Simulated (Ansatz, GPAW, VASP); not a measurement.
# Ge: programs and potentials compared

```
Ge
1.0
     0.00000    2.82891    2.82891
     2.82891    0.00000    2.82891
     2.82891    2.82891    0.00000
Ge
2
Direct
  0.75000 0.75000 0.75000
  0.50000 0.50000 0.50000
```

Alike in all runs: task single point; functional PBE; k mesh 8 × 8 × 8; occupations gaussian, width 0.014 eV; no spin polarisation; no spin-orbit coupling. Pressure is positive in compression and, in plane waves, holds the error of the finite cutoff.

| program and potentials | plane-wave cutoff (eV) | notes | band gap (eV) | pressure (GPa) |
| --- | --- | --- | --- | --- |
| GPAW, GPAW PAW data sets (gpaw-data 1.2.1) | 600 | 4 valence electrons an atom on average | 0.09 | 3.84 |
| VASP, PBE PAW files Ge_d, 520 eV | 520 | 14 valence electrons an atom on average | ? | ? |
| Ansatz, all-electron LAPW, scalar-relativistic | - | - | 0.04 | 3.56 |

Problem. Estimate from the other rows what the run with VASP, PBE PAW files Ge_d, 520 eV gave.

Solution. Band gap 0.03 eV; pressure 3.47 GPa. The other rows, which needn't bracket it: band gap 0.04 to 0.09; pressure 3.56 to 3.84.
